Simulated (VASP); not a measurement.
# SrO: pressure as volume per atom varies

Plane-wave PAW density functional theory at fixed cell and atoms, no spin polarisation; stress and pressure are positive in compression. The results are calculated, by VASP 6.6.1.

Cell of the first row (space group Fm-3m, No. 225):
```
cell vectors (Å)
   0.0000     2.4767     2.4767
   2.4767     0.0000     2.4767
   2.4767     2.4767     0.0000
atoms (fractions of the cell vectors)
Sr  0.00000  0.00000  0.00000
O   0.50000  0.50000  0.50000
```

Settings of every row: functional r2SCAN; spin orbit no; screening parameter 0 Å⁻¹; occupations Gaussian; smearing width 0.01 eV; wave cutoff 520 eV; datasets recommended PBE set; valence electrons 16; k mesh a 8; k mesh b 8; k mesh c 8.

| row | volume per atom (Å³) | pressure (GPa) |
| --- | --- | --- |
| 1 | 15.192 | 16.02 |
| 2 | 15.672 | ? |
| 3 | 16.162 | 7.2 |
| 4 | 16.661 | 3.63 |
| 5 | 17.171 | 0.53 |
| 6 | 17.692 | -2.15 |
| 7 | 18.222 | -4.46 |
| 8 | 18.492 | -5.5 |
| 9 | 18.764 | -6.46 |
| 10 | 19.315 | -8.16 |

Question: what pressure should row 2 give?

Worked fit of pressure. Take u = (V_r/V)^(2/3) − 1 with V_r = 17.692 Å³ an atom, which is twice the finite (Eulerian) strain; such expansions in the strain, on which the Birch-Murnaghan equation of state is built, carry the rest volume and the bulk modulus. The shown rows have u = 0.1069, 0.06215, 0.04084, 0.02013, 0, -0.01949, -0.02905, -0.03846, -0.05683. Least squares give pressure = −2.152 + 125.749 × u + 373.71 × u² + 376.2 × u³ GPa; a parabola predicts inner rows, each left out in turn, worse (root mean square 0.047 against 0.0043 GPa). All shown rows lie on it to the printed digit. The pressure vanishes at u = 0.0163, or V = 17.27 Å³ an atom, and there the bulk modulus at fixed shape and fractions is B = −V dP/dV = (2/3)(1 + u) dP/du = 93.7 GPa. The withheld row has u = 0.08418, so the fit gives −2.152 + 125.749 × (0.08418) + 373.71 × (0.08418)² + 376.2 × (0.08418)³ = 11.31 GPa.

The calculation gave 11.3 GPa. The fit lies 0.01 GPa (0.041 % of the column's range) above it, one unit of the last digit.
